When a stored modulus can be converted

A project holds PBE stiffness data and wants to continue with BLYP. The decision is whether one relaxed BLYP volume is enough to correct each stored bulk modulus, or whether the whole energy–volume curve must be computed again. These twelve metals in the diamond structure are a hard test, because some of them are very soft. None of them takes this structure in nature, so the moduli show how the two functionals differ and are not data for real parts.

Period-5 metals in the diamond structure, computed with PBE and BLYP in Ansatz 0.2.0 (plane-wave PAW, 420 eV cutoff, scalar-relativistic, Fermi-Dirac smearing). Each element is relaxed in the lowest in energy of the magnetic starts tried, and bulk moduli come from equation-of-state runs at scaled volumes. The columns “smearing width” and “k mesh” give the PBE settings.

```
element  distinct smearing widths among the runs behind the row (eV)  distinct k-meshes among the runs behind the row   Z  valence electrons  smearing width    k mesh  volume per atom, PBE (Å³)  volume per atom, BLYP (Å³)  bulk modulus, PBE (GPa)  bulk modulus, BLYP (GPa)   magnetic order, PBE  magnetic order, BLYP  bulk modulus pressure derivative, PBE  volume per atom, BLYP over volume per atom, PBE, less one (%)  bulk modulus, BLYP over bulk modulus, PBE, less one (%)
     Rb                                                          0.1                                            6x6x6  37                  1          0.1 eV     6×6×6                     141.18                      166.75                    0.972                     0.769  no spin polarisation  no spin polarisation                                   3.39                                                           18.1                                                    -20.9
     Sr                                                          0.1                                 10x10x10 / 6x6x6  38                  2          0.1 eV  10×10×10                     112.32                      133.02                     2.65                      2.04  no spin polarisation  no spin polarisation                                   2.73                                                           18.4                                                    -23.0
      Y                                                   0.05 / 0.1                                 13x13x13 / 8x8x8  39                  3         0.05 eV  13×13×13                      43.44                       53.56                     10.3                      3.18          non-magnetic  no spin polarisation                                  10.25                                                           23.3                                                    -69.2
     Zr                                                   0.05 / 0.1                                         14x14x14  40                  4         0.05 eV  14×14×14                      31.42                       33.25                     25.3                      29.9         ferromagnetic  no spin polarisation                                   7.23                                                            5.8                                                     18.3
     Nb                                                   0.05 / 0.1                              15x15x15 / 10x10x10  41                  5         0.05 eV  15×15×15                      25.71                       27.47                     67.6                      57.8          non-magnetic  no spin polarisation                                   4.38                                                            6.8                                                    -14.5
     Mo                                                          0.1                                         11x11x11  42                  6          0.1 eV  11×11×11                      22.99                       24.22                      107                      94.8  no spin polarisation  no spin polarisation                                   4.08                                                            5.4                                                    -11.0
     Ru                                                   0.05 / 0.1                              16x16x16 / 11x11x11  44                  8         0.05 eV  16×16×16                      20.28                       21.21                      163                       143          non-magnetic  no spin polarisation                                   4.72                                                            4.6                                                    -12.2
     Rh                                                          0.1                                         11x11x11  45                  9          0.1 eV  11×11×11                      20.91                       22.05                      130                       109  no spin polarisation  no spin polarisation                                   5.18                                                            5.4                                                    -15.7
     Pd                                                         0.05                              15x15x15 / 10x10x10  46                 10         0.05 eV  15×15×15                      24.48                       26.03                     66.8                      56.6         ferromagnetic         ferromagnetic                                   5.37                                                            6.3                                                    -15.4
     Ag                                                          0.1                              14x14x14 / 10x10x10  47                 11          0.1 eV  14×14×14                      30.07                       32.45                     30.0                      23.6  no spin polarisation  no spin polarisation                                   5.60                                                            7.9                                                    -21.4
     Cd                                                          0.1                                 13x13x13 / 9x9x9  48                 12          0.1 eV  13×13×13                      37.45                       44.35                     14.5                      5.99  no spin polarisation  no spin polarisation                                   6.24                                                           18.4                                                    -58.6
     In                                                          0.1                                 13x13x13 / 9x9x9  49                  3          0.1 eV  13×13×13                      38.14                       42.41                     21.2                      13.1  no spin polarisation  no spin polarisation                                   5.92                                                           11.2                                                    -38.0
```

The simple pattern and its breaks

BLYP gives a larger volume than PBE in every row. A stretched lattice is normally softer, since the forces between its atoms usually change less steeply at larger distances, and eleven of the twelve moduli do fall. Zirconium breaks the rule outright: it expands by 6 % and yet becomes 18 % stiffer.

Two more rows look odd in size, though not in sign. Strontium and cadmium both expand by 18.4 %, but strontium loses about a quarter of its modulus and cadmium more than half. Yttrium loses more than two thirds. A useful explanation has to tell whether these are real exceptions or the same rule acting on different materials.

Why BLYP pushes the atoms apart

The correlation part of BLYP does not reproduce the uniform electron gas, the standard reference for the mobile electrons of a metal. BLYP generally binds metals too weakly and makes their volumes too large. The effect can be pictured as PBE with an additional outward pressure. Part of that pressure may come from the atomic datasets, which were made for PBE and are used here with both functionals.

How far a metal gives way depends on this pressure and on its stiffness. In ruthenium the inferred pressure is about 7 GPa, in rubidium only about 0.1 GPa, yet ruthenium expands by 5 % and rubidium by 18 %. Ruthenium is held together by many bonding d electrons and is more than a hundred times stiffer. The largest expansions therefore belong to soft metals, although the push on them is weak.

From a volume to a modulus

Let B₀ be the PBE bulk modulus at the PBE volume, and B′ its pressure derivative, which tells how fast the modulus rises under pressure. It equally tells how fast the modulus falls when the lattice is stretched. If B′ stays constant, the Murnaghan equation gives the PBE modulus at the larger BLYP volume:

x = V(PBE) / V(BLYP)

B(stretched) = B₀ x^B′

This step alone predicts too much softening in every row. In this picture, the reason is that the additional pressure has a stiffness of its own: compress the crystal and the outward push grows. At the BLYP volume the push exactly balances the inward pull of the stretched PBE lattice, so its size p follows from the same curve:

p = (B₀ / B′) (1 − x^B′)

What remains is how quickly the push changes with volume. Exchange energy scales as one over length when a density is stretched uniformly, which corresponds to a pressure proportional to V^(−4/3). Such a pressure adds 4/3 of itself to the modulus:

B(BLYP) ≈ B₀ x^B′ + (4/3) p

The exponent is a physical assumption. Correlation, which also differs between the two functionals, follows no such simple law, and the electrons near the cores do not stretch along with the crystal. The exponent was not fitted to the BLYP moduli. To match them exactly, the rows other than zirconium would need exponents between 0.6 and 2.4.

Niobium worked through

For niobium, x = 25.71 / 27.47 = 0.936 and B′ = 4.38, so x^B′ is 0.75. Stretching lowers the PBE modulus from 67.6 GPa to about 51 GPa. The balancing pressure is (67.6 / 4.38) × 0.25, or about 4 GPa, and it gives back about 5 GPa of stiffness. The estimate is 56 GPa, against 57.8 GPa from the full BLYP calculation.

The two contributions have separate meanings. The first is the stiffness that the metal keeps after being stretched. The second is the resistance of the very push that stretched it.

Cadmium follows the rule after all

The program output below the text compares this formula with two simpler versions. With zirconium set aside because its two magnetic states differ, the typical miss is 5 percentage points of the PBE modulus. It rises to 13 points if the stiffness of the push is dropped, and also to 13 if all metals share one B′. An individual B′ matters most for the metals that expand most, and in the formula it is what separates cadmium from strontium.

Cadmium has a B′ of 6.2, strontium one of 2.7. The same stretch therefore costs cadmium far more of its stiffness. A possible reason, which these data do not test, is that cadmium's resistance comes partly from filled d shells pressing against each other. Such a short-ranged repulsion fades quickly as the atoms move apart.

The exact figures for these soft metals deserve less trust than the contrast between them. Their BLYP volumes lie well outside the range near equilibrium that fixes the PBE curve, so the estimate also depends on the equation used to extend it. The k-meshes of the runs behind strontium, yttrium and cadmium also differ, and no convergence test is shown. In cadmium the formula still leaves the BLYP modulus about 18 % too high.

Yttrium: a curve that gives way

Yttrium has the largest B′ of the series, above 10, and here the number signals a change within the curve. The PBE pressures give a modulus of about 17 GPa at a volume slightly below equilibrium. When the volume has grown by little more than a tenth, only about 4 GPa is left. The PBE run was free to become magnetic and is recorded as non-magnetic, so a growing moment is an unlikely cause.

BLYP moves yttrium 23 % outward, far into this soft region. A very low modulus is therefore what the PBE curve already announces, and the formula gets the large drop right. A single B′ cannot describe such a curve closely, however: the miss of 8 points of the PBE modulus amounts to a quarter of the small BLYP modulus. The BLYP run had no spin polarisation, so it cannot show whether a moment would form at the larger volume. Fading d bonds may be behind the collapse, but that is a guess.

Zirconium: two different states

For zirconium the formula expects a BLYP modulus of 18 GPa, and the calculation gives 30 GPa. This miss is about six times the next largest. It also appears without the formula. At nearly the same stretched volume, the PBE modulus is 15 GPa, so BLYP is about twice as stiff. The same comparison gives BLYP an excess of only 12 % in niobium and 17 % in palladium.

The table shows what sets zirconium apart. Its PBE state is ferromagnetic, whereas its BLYP run had no spin polarisation and could not form a moment. Niobium is non-magnetic in PBE, and palladium is ferromagnetic with both functionals. Zirconium is the only row in which a magnetic crystal is compared with one whose magnetism was switched off. The smearing widths behind the row differ too, but so do those of niobium and ruthenium, which follow the rule.

A moment can change the stiffness if the energy gained by forming it depends on the volume. Stretching a metal narrows its d bands, which can make it easier for spins to align. The alignment then lowers the energy of the stretched crystal and pays back part of the cost of stretching. If this gain grows faster and faster with volume, the magnetic crystal is softer than the same crystal without a moment at the same volume.

The PBE runs show a sign of this effect, a moment that grows on stretching. Between 8 % below and 8 % above the central volume, the moment of zirconium grows by 60 %, while that of palladium falls by 6 %. Each further stretch also adds more to the moment of zirconium than the one before. This fits a gain that grows faster and faster, although the moment alone does not measure the energy gained. Palladium, whose moment changes little and is present with both functionals, keeps to the rule. This makes the change of magnetic state the most probable cause of the break in zirconium. It is not proven: yttrium suggests that a PBE curve can also soften abruptly without a moment, and no PBE curve of zirconium without spin is available here.

What to convert and what to repeat

A stored PBE modulus can be converted with a BLYP volume if both calculations describe the same magnetic state and B′ is moderate. For stiff metals such as molybdenum, ruthenium and rhodium, the formula comes within about 2 percentage points of the PBE modulus. For palladium and silver, which meet the same conditions, it misses by 5 to 6 points. A large B′ combined with a large expansion calls for a new curve, because a small error then becomes a large fraction of what stiffness is left. A change of magnetic state calls for a new curve whatever the expansion.

Zirconium leaves one question that a short calculation could settle. If the lost moment is the cause, a PBE curve computed without spin, at the same smearing width as the BLYP curve, should be stiffer than the magnetic one. Going from that curve to BLYP should then soften zirconium, as it softens every other metal in the table.

Numerical output:

```
Change of bulk modulus, BLYP against PBE:
  row  computed %  PBE curve alone %  with extra pressure %  same with common B' %  extra-pressure model less computed (points)  extra pressure GPa  exponent needed
   Rb       -20.9             -43.12                 -26.16                 -43.67                                       -5.263              0.1236            1.747
   Sr         -23             -36.98                 -18.92                 -44.11                                        4.079               0.359            1.032
    Y       -69.2             -88.31                 -76.82                 -49.97                                       -7.624              0.8874            2.218
   Zr        18.3             -33.59                 -27.39                 -19.29                                       -45.69               1.175            11.17
   Nb       -14.5             -25.18                 -17.51                 -22.03                                       -3.011               3.885            1.857
   Mo         -11             -19.16                  -12.9                 -17.96                                       -1.896               5.024            1.737
   Ru       -12.2             -19.07                 -13.69                 -15.74                                       -1.486               6.587            1.701
   Rh       -15.7             -24.04                 -17.85                 -18.25                                       -2.153               6.034            1.797
   Pd       -15.4             -28.08                 -21.11                 -20.67                                       -5.712               3.494            2.425
   Ag       -21.4             -34.73                 -26.46                 -24.73                                       -5.057                1.86            2.149
   Cd       -58.6             -65.19                 -51.26                  -44.1                                        7.341               1.515           0.6307
   In         -38             -46.65                 -36.14                 -32.03                                        1.859                1.67            1.097
Common B' (median of the rows): 5.275
Rms miss without Zr, extra-pressure model, points: 4.647
Rms miss without Zr, PBE curve alone, points: 12.82
Rms miss without Zr, common B', points: 12.59
Largest miss without Zr, extra-pressure model, points: 7.624
Zr, BLYP modulus expected from the model, GPa: 18.37
Zr, computed BLYP modulus less expected, GPa: 11.53
Zr, PBE modulus at 1.06 times the central volume, GPa: 15.2
Zr, BLYP modulus over that PBE modulus: 1.967
Nb, PBE modulus at 1.06 times the central volume, GPa: 51.56
Nb, BLYP modulus over that PBE modulus: 1.121
Pd, PBE modulus at 1.06 times the central volume, GPa: 48.25
Pd, BLYP modulus over that PBE modulus: 1.173
Zr, growth of PBE cell moment from 0.92 to 1.08 of the central volume, %: 59.86
Pd, change of PBE cell moment over the same range, %: -6.348
Y, PBE modulus at 0.94 of the central volume, GPa: 17.07
Y, PBE modulus at 1.02 of the central volume, GPa: 7.181
Y, PBE modulus at 1.06 of the central volume, GPa: 4.225
```
